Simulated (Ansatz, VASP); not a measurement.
# BaTiO3 in VASP and in Ansatz

```xyz
5
Lattice="2.8277 1.6326 2.3641 -2.8277 1.6326 2.3641 0.0000 -3.2651 2.3641" Properties=species:S:1:pos:R:3 pbc="T T T"
Ba    0.0000    0.0000   -0.0285
Ti    0.0000    0.0000    3.4236
O     0.0000    1.6075    2.4648
O    -1.3922   -0.8038    2.4648
O     1.3922   -0.8038    2.4648
```

Change from the starting cell: z stretched by +2 %, ions relaxed.

Alike in both runs: functional PBE; k mesh 8 × 8 × 8; occupations fermi-dirac, width 0.02 eV; no spin polarisation.

Ansatz relaxed the structure, and its values are those at the end. VASP's run is a single point on that final structure, the one shown.

|  | VASP | Ansatz |
| --- | --- | --- |
| version | VASP 6.6.1 | Ansatz 0.2.0 |
| potentials or method | VASP PAW PBE potentials, release 64 (Ba_sv, Ti_sv, O) | plane-wave PAW, scalar-relativistic |
| plane-wave cutoff (eV) | 520 | 420 |
| valence electrons in the cell | 40 | 40 |

```csv
,VASP,Ansatz,Ansatz less VASP
gap on the k mesh at the Fermi level (eV),2.50,2.55,+0.051
pressure (GPa),4.2,2.5,-1.69
rms of the force components (eV/Å),0.033,0.001,-0.0328
```

With one functional, cell and mesh, what is left measures potentials, basis and numerics. Ansatz warned: «gradients_without_spin_orbit».

Caveats: spin-orbit coupling is left out, which moves the levels of the heavy elements. A k mesh can miss the band edges.
